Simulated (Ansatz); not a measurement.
C: from a guess to a relaxed structure

Computed with DFT PBE, scalar-relativistic, plane waves, PAW in Ansatz. Cutoff 420 eV, Gaussian smearing, Γ-centred meshes. Cell and atoms relax first on a coarse mesh and then on a finer one. In between, the cell is made exact in the group found at 0.06 Å. In metals the finer mesh still leaves noise of several meV/atom or more. The steps can't lower the symmetry of their start. No spin polarisation in the relaxation; trial moments died out in a coarse test.

A trial structure of C was built thus: random cell by space group and Wyckoff sites (Fm-3m, No. 225). The dimensions are guesses.

Space group Fm-3m (No. 225). a = 4.235 Å, b = 4.235 Å, c = 4.235 Å, α = 90.00°, β = 90.00°, γ = 90.00°
| atom | site | symmetry | x | y | z |
| --- | --- | --- | --- | --- | --- |
| C | 4b | m-3m | 0.5000 | 0.0000 | 0.0000 |
| C | 8c | -43m | 0.2500 | 0.2500 | 0.7500 |

Energies count from the standard state of C at the same level.

Question: What does it relax into?

Answer: The symmetry stays Fm-3m (No. 225). The volume per atom grows by 7.8 %, from 6.3 to 6.8 Å³. The shortest distance goes from 1.83 Å (C–C) to 1.88 Å (C–C). Conventional cell: a = 4.341 Å. C on a site of symmetry m-3m is surrounded by 8 C at 1.88 Å; C on a site of symmetry -43m has 4 C at 1.88 Å and 6 C at 2.17 Å.

```cif
data_structure
_symmetry_space_group_name_H-M 'Fm-3m'
_symmetry_Int_Tables_number 225
_cell_length_a 4.3414
_cell_length_b 4.3414
_cell_length_c 4.3414
_cell_angle_alpha 90.000
_cell_angle_beta 90.000
_cell_angle_gamma 90.000
_cell_volume 81.83
loop_
_atom_site_label
_atom_site_type_symbol
_atom_site_symmetry_multiplicity
_atom_site_Wyckoff_symbol
_atom_site_fract_x
_atom_site_fract_y
_atom_site_fract_z
_atom_site_occupancy
C1 C 4 b 0.50000 0.00000 0.00000 1
C2 C 8 c 0.25000 0.25000 0.75000 1
```

Question: Give its energy and gap.

Answer:

* Energy over the standard state: +3.89 eV/atom
* Gap on the 18×18×18 mesh of the 3-atom cell: 0 eV (a metal)

It lies above the standard state, so it could only be metastable.

The last run used Gaussian smearing of 0.10 eV. The reference form of C is held partly by dispersion forces, which this level lacks. Symmetry constrained the relaxation, so the result can be a saddle point. In all, the 3 runs took 32 s on 1 thread of Intel(R) Xeon(R) Processor @ 2.50GHz (Skylake/Cascade Lake), with other jobs on the host. Another cell of C relaxed alike, in Immm, lies 2.92 eV/atom lower, so this cell isn't the stable form at this level.
